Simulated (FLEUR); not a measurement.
# PbSe (Clausthalite) (Fm-3m) in FLEUR: further runs

Runs on PbSe (Clausthalite). Level: PBE. Tasks: equation of state.

Everything below comes from runs of FLEUR MaX-R8.1 (later development tree). Logs are shortened: lines on timing, memory, paths and dates and some standing lists are left out, and cuts for length are marked.

### 1 The structure

It takes space group Fm-3m (No. 225, cubic). The conventional cell has a = 6.121 Å, b = 6.121 Å, c = 6.121 Å, α = 90.00°, β = 90.00°, γ = 90.00°. Around Pb (site symmetry m-3m) lie 6 Se at 3.06 Å. Se (site symmetry m-3m) is surrounded by 6 Pb at 3.06 Å.

### 2 Equation of state, PBE, 26.95 Å³/atom (volume scaled by 0.94)

The input, inp.xml:

```xml
<?xml version="1.0" encoding="UTF-8" standalone="no"?>
<fleurInput fleurInputVersion="0.39">
   <comment>
      PbSe                                                                                                
   </comment>
   <calculationSetup>
      <cutoffs Kmax="4.1" Gmax="12.7" GmaxXC="12.7" numbands="0"/>
      <scfLoop itmax="60" minDistance="0.00001" maxIterBroyd="15" imix="Anderson" alpha="0.05" precondParam="0.0" spinf="2.0" sdNocoIR="T"/>
      <coreElectrons ctail="T" frcor="F" kcrel="0" coretail_lmax="0"/>
      <xcFunctional name="pbe" relativisticCorrections="F"/>
      <magnetism jspins="1"/>
      <soc l_soc="F" theta="0.0" phi="0.0" spav="F"/>
      <expertModes spex="0" secvar="F"/>
      <geometryOptimization l_f="F" forcealpha="1.0" forcemix="BFGS" epsdisp="0.0005" epsforce="0.0002"/>
      <ldaU l_linMix="F" mixParam="0.05" spinf="1.0"/>
   </calculationSetup>
   <cell>
      <bzIntegration valenceElectrons="36.0" mode="hist" fermiSmearingEnergy="0.00183747">
         <kPointListSelection listName="default-1"/>
         <!-- k-points included here -->
         <xi:include xmlns:xi="http://www.w3.org/2001/XInclude" href="kpts.xml"> </xi:include>
      </bzIntegration>
      <!-- symmetry operations included here -->
      <xi:include xmlns:xi="http://www.w3.org/2001/XInclude" href="sym.xml"> </xi:include>
      <bulkLattice scale="0.9795861087">
         <bravaisMatrix>
            <row-1>    0.0000000000000000     5.7837902632569893     5.7837902632569893</row-1>
            <row-2>    5.7837902632569893     0.0000000000000000     5.7837902632569893</row-2>
            <row-3>    5.7837902632569893     5.7837902632569893     0.0000000000000000</row-3>
         </bravaisMatrix>
      </bulkLattice>
   </cell>
   <atomSpecies>
      <species name="Lead (Pb)" element="Pb" atomicNumber="82">
         <mtSphere radius="2.66" gridPoints="879" logIncrement="0.015"/>
         <atomicCutoffs lmax="11" lnonsphr="8"/>
         <electronConfig flipSpins="F">
            <coreConfig>(1s1/2) (2s1/2) (2p1/2) (2p3/2) (3s1/2) (3p1/2) (3p3/2) (4s1/2) (3d3/2) (3d5/2) (4p1/2) (4p3/2) (4d3/2) (4d5/2) (4f5/2) (4f7/2) (5s1/2)</coreConfig>
            <valenceConfig>(5p1/2) (5p3/2) (6s1/2) (5d3/2) (5d5/2) (6p1/2) (6p3/2)</valenceConfig>
            <stateOccupation state="(6p1/2)" spinUp="0.333333" spinDown="0.333333"/>
            <stateOccupation state="(6p3/2)" spinUp="0.666667" spinDown="0.666667"/>
         </electronConfig>
         <energyParameters s="6" p="6" d="5" f="5"/>
         <lo type="SCLO" l="1" n="5" eDeriv="0"/>
         <lo type="SCLO" l="1" n="5" eDeriv="1"/>
         <lo type="SCLO" l="0" n="6" eDeriv="2"/>
         <lo type="SCLO" l="2" n="5" eDeriv="2"/>
         <lo type="SCLO" l="3" n="5" eDeriv="2"/>
      </species>
      <species name="Selenium (Se)" element="Se" atomicNumber="34">
         <mtSphere radius="2.39" gridPoints="813" logIncrement="0.015"/>
         <atomicCutoffs lmax="10" lnonsphr="8"/>
         <electronConfig flipSpins="F">
            <coreConfig>(1s1/2) (2s1/2) (2p1/2) (2p3/2) (3s1/2) (3p1/2) (3p3/2)</coreConfig>
            <valenceConfig>(3d3/2) (3d5/2) (4s1/2) (4p1/2) (4p3/2)</valenceConfig>
            <stateOccupation state="(4p1/2)" spinUp="0.666667" spinDown="0.666667"/>
            <stateOccupation state="(4p3/2)" spinUp="1.333333" spinDown="1.333333"/>
         </electronConfig>
         <energyParameters s="4" p="4" d="4" f="4"/>
         <lo type="SCLO" l="2" n="3" eDeriv="0"/>
         <lo type="SCLO" l="0" n="4" eDeriv="2"/>
         <lo type="SCLO" l="1" n="4" eDeriv="2"/>
         <lo type="SCLO" l="3" n="4" eDeriv="2"/>
      </species>
   </atomSpecies>
   <atomGroups>
      <atomGroup species="Lead (Pb)">
         <relPos label="                   1">.0000000000 .0000000000 .0000000000</relPos>
         <force calculate="T" relaxXYZ="TTT"/>
      </atomGroup>
      <atomGroup species="Selenium (Se)">
         <relPos label="                   2">1.000/2.000 1.000/2.000 1.000/2.000</relPos>
         <force calculate="T" relaxXYZ="TTT"/>
      </atomGroup>
   </atomGroups>
   <output dos="F" band="F" slice="F">
      <checks vchk="F" cdinf="F"/>
      <bandDOS minEnergy="-.5*Htr" maxEnergy="0.5*Htr" sigma="0.015" storeEVData="T"/>
      <vacuumDOS vacdos="F" integ="F" star="F" nstars="0" locx1="0.0" locy1="0.0" locx2="0.0" locy2="0.0" nstm="0" tworkf="0.0"/>
      <unfoldingBand unfoldBand="F" supercellX="1" supercellY="1" supercellZ="1"/>
      <plotting iplot="0" polar="F">
         <plot TwoD="T" vec1="  1.0  0.0  0.0" vec2="  0.0  1.0  0.0" vec3="  0.0  0.0  1.0" zero="  0.0  0.0  0.0" file="plot"/>
      </plotting>
      <chargeDensitySlicing numkpt="0" minEigenval="0.0" maxEigenval="0.0" nnne="0" pallst="F"/>
      <specialOutput eonly="F"/>
      <moessbauerParams electricFieldGradient="T" isomerShift="T" coreHyperfine="T" valenceHyperfine="T"/>
      <magneticCircularDichroism mcd="F" energyLo="-10.0" energyUp="0.0"/>
   </output>
  <!-- We include the file relax.xml here to enable relaxations (see documentation) -->
  <xi:include xmlns:xi="http://www.w3.org/2001/XInclude" href="relax.xml"> <xi:fallback/> </xi:include>
</fleurInput>
```

Potentials or basis: all-electron, FLAPW.

Command:

```sh
> inpgen -f crystal.txt -profile fastHighL
> # inp.xml edited to the form shown
> fleur_MPI
```

Log:

```text
Welcome to FLEUR        (www.flapw.de)
      MaX-Release 8.1          (www.max-centre.eu)

 ========== k-point set info ==========
 Selected k-point list: default-1
 k-point list type: mesh
 8 x 8 x 8
 Number of k points: 29

 ------------Calculation Setup---------------------------
 Number of MPI-tasks      :            1
 Number of PE/node        :            1
 Number of OMP-threads    :            1
 Most efficient MPI parallelization for:
           1          29
 Additional eigenvalue parallelization possible
 Number of basis functions:          514
 Approximate size of matrices (H+S) per k-point:         0.004 GB
 --------------------------------------------------------
 Iteration:     1   Distance:       9.31370053 me/bohr^3
 Iteration:     2   Distance:       8.62189530 me/bohr^3
 Iteration:     3   Distance:       4.25535394 me/bohr^3
 Iteration:     4   Distance:       1.54202606 me/bohr^3
 Iteration:     5   Distance:       0.96443696 me/bohr^3
 Iteration:     6   Distance:       0.10021043 me/bohr^3
 Iteration:     7   Distance:       0.09215128 me/bohr^3
 Iteration:     8   Distance:       0.02078802 me/bohr^3
 Iteration:     9   Distance:       0.00487868 me/bohr^3
 Iteration:    10   Distance:       0.00431819 me/bohr^3
 Iteration:    11   Distance:       0.00145973 me/bohr^3
 Iteration:    12   Distance:       0.00019317 me/bohr^3
 Iteration:    13   Distance:       0.00019478 me/bohr^3
 Iteration:    14   Distance:       0.00001413 me/bohr^3
 Iteration:    15   Distance:       0.00000407 me/bohr^3

 ********************************************************************
 Run finished successfully
 Stop message:
   all done
 ********************************************************************
```

out.xml (last iteration):

```text
<iteration numberForCurrentRun="   15" overallNumber="   15">
         <energyParameters units="Htr">
            <atomicEP atomType="1" spin="1" branch="6s" branchLowest="-4.87" branchHighest="0.57" value="-0.0589218390"/>
            <atomicEP atomType="1" spin="1" branch="6p" branchLowest="-2.72" branchHighest="1.41" value="0.2223227283"/>
            <atomicEP atomType="1" spin="1" branch="5d" branchLowest="-14.32" branchHighest="-0.29" value="-0.3240030058"/>
            <atomicEP atomType="1" spin="1" branch="5f" branchLowest="-4.46" branchHighest="1.86" value="0.5610360550"/>
            <loAtomicEP atomType="1" spin="1" branch="5p" branchLowest="-23.25" branchHighest="-2.72" value="-2.7917830829"/>
            <loAtomicEP atomType="1" spin="1" branch="5p" branchLowest="-23.25" branchHighest="-2.72" value="-2.7917830829"/>
            <loAtomicEP atomType="1" spin="1" branch="6s" branchLowest="-4.87" branchHighest="0.57" value="-0.0589218390"/>
            <loAtomicEP atomType="1" spin="1" branch="5d" branchLowest="-14.32" branchHighest="-0.29" value="-0.3554917024"/>
            <loAtomicEP atomType="1" spin="1" branch="5f" branchLowest="-4.46" branchHighest="1.86" value="0.5610232053"/>
            <atomicEP atomType="2" spin="1" branch="4s" branchLowest="-7.37" branchHighest="0.27" value="-0.2167119203"/>
            <atomicEP atomType="2" spin="1" branch="4p" branchLowest="-5.15" branchHighest="0.92" value="0.1275813206"/>
            <atomicEP atomType="2" spin="1" branch="4d" branchLowest="-1.48" branchHighest="2.06" value="0.4017174583"/>
            <atomicEP atomType="2" spin="1" branch="4f" branchLowest="-9.99" branchHighest="2.99" value="0.5695844545"/>
            <loAtomicEP atomType="2" spin="1" branch="3d" branchLowest="-9.99" branchHighest="-1.48" value="-1.4775246329"/>
            <loAtomicEP atomType="2" spin="1" branch="4s" branchLowest="-7.37" branchHighest="0.27" value="-0.2167119203"/>
            <loAtomicEP atomType="2" spin="1" branch="4p" branchLowest="-5.15" branchHighest="0.92" value="0.1244771042"/>
            <loAtomicEP atomType="2" spin="1" branch="4f" branchLowest="-9.99" branchHighest="2.99" value="0.5695864538"/>
         </energyParameters>
         <eigenvalues>
            <eigenvaluesAt spin="1" ikpt="1" k_x="0.00000000" k_y="0.00000000" k_z="0.00000000">
                      -2.7268441368       -2.7268441368       -2.7268441368       -1.4796298879       -1.4796298879
                      -1.4795219018       -1.4795219018       -1.4795219018       -0.3596481889       -0.3596481889
                      -0.3596481889       -0.3596246544       -0.3596246544       -0.2563957000        0.0358207734
                       0.1836809295        0.1836809295        0.1836809295        0.4419856167        0.4419856167
                       0.4419856167        0.4981439148        0.4981439148        0.4981439148        0.5561311162
                       0.5840690857        0.5959081204        0.5959081204
            </eigenvaluesAt>
            <eigenvaluesAt spin="1" ikpt="2" k_x="0.00000000" k_y="0.00000000" k_z="0.12500000">
                      -2.7268446835       -2.7268441784       -2.7268441784       -1.4796310388       -1.4796310388
                      -1.4795265694       -1.4795228151       -1.4795228151       -0.3598077149       -0.3598077149
                      -0.3596285401       -0.3594195706       -0.3594195706       -0.2515507096        0.0176210274
                       0.1853731791        0.1853731791        0.1969642546        0.3993510956        0.4139331457
                       0.4139331457        0.4919733898        0.5116814595        0.5116814595        0.6040980378
                       0.6312105821        0.6328822241        0.6328822241
            </eigenvaluesAt>
            <eigenvaluesAt spin="1" ikpt="3" k_x="0.00000000" k_y="0.00000000" k_z="0.25000000">
                      -2.7268457535       -2.7268441868       -2.7268441868       -1.4796293170       -1.4796293170
                      -1.4795246188       -1.4795225637       -1.4795225637       -0.3602369222       -0.3602369222
                      -0.3595921191       -0.3588737724       -0.3588737724       -0.2381266013       -0.0206552643
                       0.1903035398        0.1903035398        0.2216114655        0.3421396735        0.3690283389
[... 44 lines left out ...]
            <state n="2" l="0" j="0.5" energy="-58.5621148511" weight="1.0000000000"/>
            <state n="2" l="1" j="0.5" energy="-52.4857345805" weight="1.0000000000"/>
            <state n="2" l="1" j="1.5" energy="-50.9510701197" weight="2.0000000000"/>
            <state n="3" l="0" j="0.5" energy="-7.3709380097" weight="1.0000000000"/>
            <state n="3" l="1" j="0.5" energy="-5.2933069772" weight="1.0000000000"/>
            <state n="3" l="1" j="1.5" energy="-5.0775793231" weight="2.0000000000"/>
         </coreStates>
         <allElectronCharges>
            <spinDependentCharge spin="1" total="116.0000000" interstitial="3.5560375" mtSpheres="112.4439625"/>
            <totalCharge value="115.9999999984"/>
         </allElectronCharges>
         <moessbauerParams unitsHFF="kG" unitsIS="e/bohr^3" unitsEFG="Htr/bohr^2">
            <coreIsomerShift atomType="1" isTotal="2990758.24663">
               <shell n="1" l="0" isomerShift="2456519.32487"/>
               <shell n="2" l="0" isomerShift="379129.86184"/>
               <shell n="2" l="1" isomerShift="30103.48140"/>
               <shell n="3" l="0" isomerShift="87671.82323"/>
               <shell n="3" l="1" isomerShift="7816.60666"/>
               <shell n="4" l="0" isomerShift="22673.54144"/>
               <shell n="3" l="2" isomerShift="0.00328"/>
               <shell n="4" l="1" isomerShift="1997.27479"/>
               <shell n="4" l="2" isomerShift="0.00091"/>
               <shell n="4" l="3" isomerShift="0.00000"/>
               <shell n="5" l="0" isomerShift="4846.32821"/>
            </coreIsomerShift>
            <coreIsomerShift atomType="2" isTotal="39978.11735">
               <shell n="1" l="0" isomerShift="35696.06636"/>
               <shell n="2" l="0" isomerShift="3660.62532"/>
               <shell n="2" l="1" isomerShift="36.86579"/>
               <shell n="3" l="0" isomerShift="578.67916"/>
               <shell n="3" l="1" isomerShift="5.88072"/>
            </coreIsomerShift>
            <isomerShift atomType="1" nucleusRadius="0.0001398" averageDensity="2991355.01284"/>
            <isomerShift atomType="2" nucleusRadius="0.0001013" averageDensity="40033.93281"/>
            <electricFieldGradient atomType="1" VXX="0.00000" VYY="0.00000" VZZ="0.00000" asymParam="0.00000">
            </electricFieldGradient>
            <electricFieldGradient atomType="2" VXX="0.00000" VYY="0.00000" VZZ="0.00000" asymParam="0.00000">
            </electricFieldGradient>
         </moessbauerParams>
         <totalEnergy                                    value="   -23358.5510019724" units="Htr">
            <sumOfEigenvalues                            value="   -14346.6234573145">
               <coreElectrons value="-14312.3598452262"/>
               <valenceElectrons value="-34.2636120883"/>
            </sumOfEigenvalues>
            <densityCoulombPotentialIntegral value="-40576.1535896156"/>
            <densityEffectivePotentialIntegral value="-41201.6540379691"/>
            <chargeDenXCDenIntegral value="-478.4002089894"/>
            <FockExchangeEnergyValence value="0.0000000000"/>
            <FockExchangeEnergyCore value="0.0000000000"/>
            <atomTypeDependentContributions atomType="1">
               <electronNucleiInteractionDifferentMTs value="26465.1587357129"/>
               <MadelungTerm value="-40.1504034076"/>
            </atomTypeDependentContributions>
            <atomTypeDependentContributions atomType="2">
               <electronNucleiInteractionDifferentMTs value="2926.6416569550"/>
               <MadelungTerm value="-15.1537827544"/>
            </atomTypeDependentContributions>
            <tkbTimesEntropy value="0.0000369347"/>
            <freeEnergy value="-23358.5510389071"/>
            <extrapolationTo0K value="-23358.5510204397"/>
         </totalEnergy>
         <densityConvergence units="me/bohr^3">
            <chargeDensity spin="1" distance="0.0000040718"/>
         </densityConvergence>
      </iteration>
```

It took 46 s on 1 thread of Arm Neoverse V1, shared host; peak memory 0.07 GiB.

What came out:

```yaml
Free_energy: -635618.5545 eV
Band_gap_on_the_k_mesh: 0.06 eV, direct
Valence_electrons_inside_the_program's_atomic_spheres: Pb 17.97; Se 14.48 (radii Pb 2.66, Se 2.39 bohr)
```

Caveat: spin-orbit coupling is left out, which as a rule narrows the gap of such compounds by several tenths of an eV.

[end of part 1 of 2]
